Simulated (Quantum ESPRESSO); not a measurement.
# In2Se2, 1 layer, rectangular cell, stepped through strain along the first axis, part 2 of 7

Aim: how the results for In2Se2, 1 layer, rectangular cell change with strain along the first axis.

Quantum ESPRESSO 7.5; plane-wave DFT, PBE, GBRV ultrasoft pseudopotentials.

So far. Step 2 (Relaxing cell and ions of the reference):  The last row is no step: it is a fresh SCF in the final cell with a new plane-wave basis, +1 meV from the row before.

## (3) Relaxing the ions, -4 %

Contents of m0.relax.in:

```
&control
  prefix = 'm0.relax'
  outdir = './out'
  pseudo_dir = './pseudo'
  nstep = 40
  forc_conv_thr = 0.0003
  calculation = 'relax'
  tstress = .true.
/
&system
  ibrav = 0
  nat = 8
  ntyp = 2
  ecutwfc = 50
  ecutrho = 250
  occupations = 'smearing'
  smearing = 'fd'
  degauss = 0.002
/
&electrons
  conv_thr = 1e-09
  mixing_beta = 0.4
  electron_maxstep = 120
  mixing_mode = 'plain'
/
&ions
/
ATOMIC_SPECIES
  Se  78.9710  se_pbe_v1.uspp.F.UPF
  In  114.8180  in_pbe_v1.4.uspp.F.UPF
CELL_PARAMETERS angstrom
  3.91768792128000 0.00000000000000 0.00000000000000
  0.00000000000000 7.06788813800000 0.00000000000000
  0.00000000000000 0.00000000000000 20.14290946400000
ATOMIC_POSITIONS crystal
  Se  0.000000000000 0.333334341600 0.366558047100
  Se  0.500000000000 0.833334386500 0.366557955300
  In  0.000000000000 -0.000001105000 0.429924743200
  In  0.500000000000 0.499999043600 0.429924757800
  In  0.000000000000 -0.000001105000 0.570075256800
  In  0.500000000000 0.499999043600 0.570075242200
  Se  0.000000000000 0.333334341600 0.633441952900
  Se  0.500000000000 0.833334386500 0.633442044700
K_POINTS automatic
  8 4 1 0 0 0
```

The run is started by

```sh
> OMP_NUM_THREADS=1 mpirun -n 4 pw.x -nk 2 -in m0.relax.in > m0.relax.out
```

What it wrote:

```text
[banner, memory and clock lines left out]
Program PWSCF v.7.5 starts
[citation notice left out]

[...]
Message from routine setup:
[...]
bravais-lattice index     =            0
     lattice parameter (alat)  =       7.4034  a.u.
     unit-cell volume          =    3763.9020 (a.u.)^3
     number of atoms/cell      =            8
     number of atomic types    =            2
     number of electrons       =        76.00
     number of Kohn-Sham states=           46
     kinetic-energy cutoff     =      50.0000  Ry
     charge density cutoff     =     250.0000  Ry
     scf convergence threshold =      1.0E-09
     mixing beta               =       0.4000
     number of iterations used =            8  plain     mixing
     energy convergence thresh.=      1.0E-04
     force convergence thresh. =      3.0E-04
     Exchange-correlation=  SLA  PW   PBX  PBC
                           (   1   4   3   4   0   0   0)
     nstep                     =           40

[...]
PseudoPot. # 1 for Se read from file:
     ./pseudo/se_pbe_v1.uspp.F.UPF
     Pseudo is Ultrasoft + core correction, Zval =  6.0
     Generated by new atomic code, or converted to UPF format
     Using radial grid of  877 points,  6 beta functions with:
                l(1) =   0
                l(2) =   0
                l(3) =   1
                l(4) =   1
                l(5) =   2
                l(6) =   2
     Q(r) pseudized with  8 coefficients,  rinner =    1.300   1.300   1.300
                                                       1.300   1.300

     PseudoPot. # 2 for In read from file:
     ./pseudo/in_pbe_v1.4.uspp.F.UPF
     Pseudo is Ultrasoft + core correction, Zval = 13.0
     Generated by new atomic code, or converted to UPF format
     Using radial grid of  889 points,  6 beta functions with:
                l(1) =   0
                l(2) =   0
                l(3) =   1
                l(4) =   1
                l(5) =   2
                l(6) =   2
     Q(r) pseudized with  6 coefficients,  rinner =    1.400   1.400   1.400
                                                       1.400   1.400

     atomic species   valence    mass     pseudopotential
     Se                6.00    78.97100     Se( 1.00)
     In               13.00   114.81800     In( 1.00)

      4 Sym. Ops. (no inversion) found

[...]
number of k points=    15  Fermi-Dirac smearing, width (Ry)=  0.0020
[...]
Dense  grid:   251345 G-vectors     FFT dimensions: (  40,  72, 192)

     Smooth grid:   179875 G-vectors     FFT dimensions: (  36,  64, 180)

     Initial potential from superposition of free atoms

     starting charge      69.9997, renormalised to      76.0000

     negative rho (up, down):  9.632E-04 0.000E+00
     Starting wfcs are   52 randomized atomic wfcs

     per-process dynamical memory:   155.2 Mb

     Self-consistent Calculation

     iteration #  1     ecut=    50.00 Ry     beta= 0.40
     Davidson diagonalization with overlap
     ethr =  1.00E-02,  avg # of iterations =  3.1

     negative rho (up, down):  8.347E-04 0.000E+00

     total energy              =    -706.96438523 Ry
     estimated scf accuracy    <       7.99453383 Ry

     iteration #  2     ecut=    50.00 Ry     beta= 0.40
[...]
negative rho (up, down):  9.140E-04 0.000E+00

[...]
total energy              =    -708.58303157 Ry
     estimated scf accuracy    <       0.17454285 Ry

     iteration #  3     ecut=    50.00 Ry     beta= 0.40
[...]
negative rho (up, down):  9.991E-04 0.000E+00

[...]
total energy              =    -708.61796944 Ry
     estimated scf accuracy    <       0.09160944 Ry

     iteration #  4     ecut=    50.00 Ry     beta= 0.40
[...]
negative rho (up, down):  1.070E-03 0.000E+00

[...]
total energy              =    -708.62500106 Ry
     estimated scf accuracy    <       0.01479424 Ry

     iteration #  5     ecut=    50.00 Ry     beta= 0.40
[...]
negative rho (up, down):  1.096E-03 0.000E+00

[...]
total energy              =    -708.62626838 Ry
     estimated scf accuracy    <       0.00103389 Ry

     iteration #  6     ecut=    50.00 Ry     beta= 0.40
[...]
negative rho (up, down):  1.116E-03 0.000E+00

[...]
total energy              =    -708.62635523 Ry
     estimated scf accuracy    <       0.00014040 Ry

[...]
iteration #  9     ecut=    50.00 Ry     beta= 0.40
[...]
negative rho (up, down):  1.132E-03 0.000E+00

[...]
total energy              =    -708.62641723 Ry
     estimated scf accuracy    <       0.00000046 Ry

     iteration # 10     ecut=    50.00 Ry     beta= 0.40
[...]
negative rho (up, down):  1.135E-03 0.000E+00

[...]
total energy              =    -708.62641737 Ry
     estimated scf accuracy    <       0.00000008 Ry

     iteration # 11     ecut=    50.00 Ry     beta= 0.40
[...]
negative rho (up, down):  1.136E-03 0.000E+00

[...]
total energy              =    -708.62641740 Ry
     estimated scf accuracy    <       0.00000002 Ry

     iteration # 12     ecut=    50.00 Ry     beta= 0.40
[...]
negative rho (up, down):  1.138E-03 0.000E+00

[...]
End of self-consistent calculation

          k = 0.0000 0.0000 0.0000 ( 22475 PWs)   bands (ev):

   -15.2915 -15.1976 -15.1402 -15.0731 -14.9749 -14.9711 -14.9650 -14.9081
   -14.9021 -14.8959 -14.8813 -14.8766 -14.8305 -14.8192 -14.7794 -14.7257
   -14.7212 -14.7159 -14.6936 -14.5580 -13.7605 -13.6191 -12.6404 -12.5625
    -6.7799  -6.4697  -6.0513  -4.2278  -3.6998  -2.7757  -2.4893  -2.3241
    -2.0819  -1.7012  -1.6232  -1.5256  -1.4534  -1.2130   0.4933   1.3091
     1.3313   1.6977   3.1078   3.5075   3.8481   4.2196

          k = 0.0000 0.1386 0.0000 ( 22512 PWs)   bands (ev):

   -15.2632 -15.1675 -15.1456 -15.0749 -15.0218 -14.9711 -14.9685 -14.9646
   -14.8991 -14.8861 -14.8841 -14.8701 -14.8398 -14.8291 -14.7755 -14.7489
   -14.7208 -14.7169 -14.6497 -14.5699 -13.6046 -13.4734 -12.8254 -12.7360
    -6.5620  -6.4002  -5.6785  -4.2976  -3.8599  -2.8844  -2.5049  -2.3691
    -2.3616  -2.2141  -1.6935  -1.6900  -1.6030  -1.1510   1.1835   1.4053
     1.5158   2.4925   3.1243   3.2676   3.6600   4.3625

[...]
the Fermi energy is    -0.4189 ev

!    total energy              =    -708.62641741 Ry
     estimated scf accuracy    <          3.0E-10 Ry
     smearing contrib. (-TS)   =      -0.00000000 Ry
     internal energy E=F+TS    =    -708.62641741 Ry

     The total energy is F=E-TS. E is the sum of the following terms:
     one-electron contribution =   -2248.01972024 Ry
     hartree contribution      =    1154.63316774 Ry
     xc contribution           =    -270.01885920 Ry
     ewald contribution        =     654.77899429 Ry

     convergence has been achieved in  12 iterations

     negative rho (up, down):  1.138E-03 0.000E+00

     Forces acting on atoms (cartesian axes, Ry/au):

     atom    1 type  1   force =     0.00000000   -0.00741793   -0.01209938
     atom    2 type  1   force =     0.00000000   -0.00741774   -0.01209894
     atom    3 type  2   force =     0.00000000    0.00741535    0.01263783
     atom    4 type  2   force =     0.00000000    0.00742033    0.01263779
     atom    5 type  2   force =     0.00000000    0.00741535   -0.01263783
     atom    6 type  2   force =     0.00000000    0.00742033   -0.01263779
     atom    7 type  1   force =     0.00000000   -0.00741793    0.01209938
     atom    8 type  1   force =     0.00000000   -0.00741774    0.01209894

     Total force =     0.040800     Total SCF correction =     0.000106

     Computing stress (Cartesian axis) and pressure

     negative rho (up, down):  1.138E-03 0.000E+00
          total   stress  (Ry/bohr**3)                   (kbar)     P=        8.71
   0.00011487   0.00000000   0.00000000           16.90        0.00        0.00
   0.00000000   0.00003498   0.00000000            0.00        5.15        0.00
   0.00000000   0.00000000   0.00002778            0.00        0.00        4.09

     BFGS Geometry Optimization
     Energy error            =      1.7E-03 Ry
     Gradient error          =      1.3E-02 Ry/Bohr

     number of scf cycles    =   1
     number of bfgs steps    =   0

     energy             new  =    -708.6264174101 Ry

     new trust radius        =       0.0146552059 bohr
     new conv_thr            =       0.0000000010 Ry

ATOMIC_POSITIONS (crystal)
Se               0.0000000000        0.3327789563        0.3662401825
Se               0.5000000000        0.8327790156        0.3662401023
In               0.0000000000        0.0005540866        0.4302567534
In               0.5000000000        0.5005546081        0.4302567670
In               0.0000000000        0.0005540866        0.5697432466
In               0.5000000000        0.5005546081        0.5697432330
Se               0.0000000000        0.3327789563        0.6337598175
Se               0.5000000000        0.8327790156        0.6337598977

[...]
NEW-OLD atomic charge density approx. for the potential

     negative rho (up, down):  1.129E-03 0.000E+00

     per-process dynamical memory:   204.9 Mb

[...]
!    total energy              =    -708.62779104 Ry
[...]
Total force =     0.026875     Total SCF correction =     0.000091
[...]
number of bfgs steps    =   1
[...]
energy             new  =    -708.6277910364 Ry
[...]
new trust radius        =       0.0161207264 bohr
[...]
!    total energy              =    -708.62864947 Ry
[...]
Total force =     0.014412     Total SCF correction =     0.000021
[...]
number of bfgs steps    =   2
[...]
energy             new  =    -708.6286494708 Ry
[...]
new trust radius        =       0.0195709498 bohr
[...]
!    total energy              =    -708.62903389 Ry
[...]
Total force =     0.008660     Total SCF correction =     0.000035
[...]
number of bfgs steps    =   3
[...]
energy             new  =    -708.6290338880 Ry
[...]
new trust radius        =       0.0062583318 bohr
[...]
!    total energy              =    -708.62911659 Ry
[...]
Total force =     0.007763     Total SCF correction =     0.000007
[...]
number of bfgs steps    =   4
[...]
energy             new  =    -708.6291165930 Ry
[...]
new trust radius        =       0.0068841650 bohr
[...]
!    total energy              =    -708.62921036 Ry
[...]
Total force =     0.005872     Total SCF correction =     0.000005
[...]
number of bfgs steps    =   5
[...]
energy             new  =    -708.6292103634 Ry
[...]
new trust radius        =       0.0103262475 bohr
[...]
!    total energy              =    -708.62929422 Ry
[...]
Total force =     0.003828     Total SCF correction =     0.000005
[...]
number of bfgs steps    =   6
[...]
energy             new  =    -708.6292942229 Ry
[...]
new trust radius        =       0.0044748959 bohr
[...]
!    total energy              =    -708.62931659 Ry
[...]
Total force =     0.003523     Total SCF correction =     0.000007
[...]
number of bfgs steps    =   7
[...]
energy             new  =    -708.6293165916 Ry
[...]
new trust radius        =       0.0055336834 bohr
[...]
Self-consistent Calculation

     iteration #  1     ecut=    50.00 Ry     beta= 0.40
     Davidson diagonalization with overlap
     ethr =  1.00E-06,  avg # of iterations =  4.0

     negative rho (up, down):  1.155E-03 0.000E+00

     total energy              =    -708.62930692 Ry
     estimated scf accuracy    <       0.00007613 Ry

[...]
iteration #  7     ecut=    50.00 Ry     beta= 0.40
[...]
negative rho (up, down):  1.155E-03 0.0
```

Elapsed: 16 min, on 4 MPI ranks of Arm Neoverse V2, shared host; peak memory 1.5 GiB.

The steps of the relaxation:

| step | energy less that of the first step (eV) | largest force (eV/Å) |
| --- | --- | --- |
| 1 | 0.0000 | 0.3768 |
| 2 | -0.0187 | 0.2621 |
| 3 | -0.0304 | 0.1582 |
| 4 | -0.0356 | 0.0990 |
| 5 | -0.0367 | 0.0947 |
| 6 | -0.0380 | 0.0709 |
| 7 | -0.0391 | 0.0364 |
| 8 | -0.0394 | 0.0366 |
| 9 | -0.0398 | 0.0278 |
| 10 | -0.0400 | 0.0194 |
| 11 | -0.0400 | 0.0071 |

The atoms that moved most (Å):

| atom | dx | dy | dz | length |
| --- | --- | --- | --- | --- |
| Se8 | 0.000 | -0.017 | 0.041 | 0.045 |
| Se2 | 0.000 | -0.017 | -0.041 | 0.045 |
| Se1 | 0.000 | -0.017 | -0.041 | 0.045 |
| Se7 | 0.000 | -0.017 | 0.041 | 0.045 |
| In4 | 0.000 | 0.017 | 0.002 | 0.018 |
| In6 | 0.000 | 0.017 | -0.002 | 0.018 |
| In3 | 0.000 | 0.017 | 0.002 | 0.018 |
| In5 | 0.000 | 0.017 | -0.002 | 0.018 |

The relaxation lowers the energy by 5 meV an atom.

Numbers from this step:

| Item | Value |
| --- | --- |
| free energy | -9641.3936 eV |
| Fermi energy | -0.4613 eV |

(Part 2 of 7 ends here.)

[Logs are printed without paths, hosts, clocks, repeated set-up lines and the standing remarks that a program may print on its own settings, such as how far it seeks lower states.]

[Hosts, paths, dates, database ids (printed as entryN), source tags and the programs' standing remarks are cut or masked in the printed files.]

[Maps of the electrostatic potential energy from Ansatz leave out the sawtooth potential of an applied field or a dipole correction, so their vacuum need not be flat; planar profiles and work functions include it.]
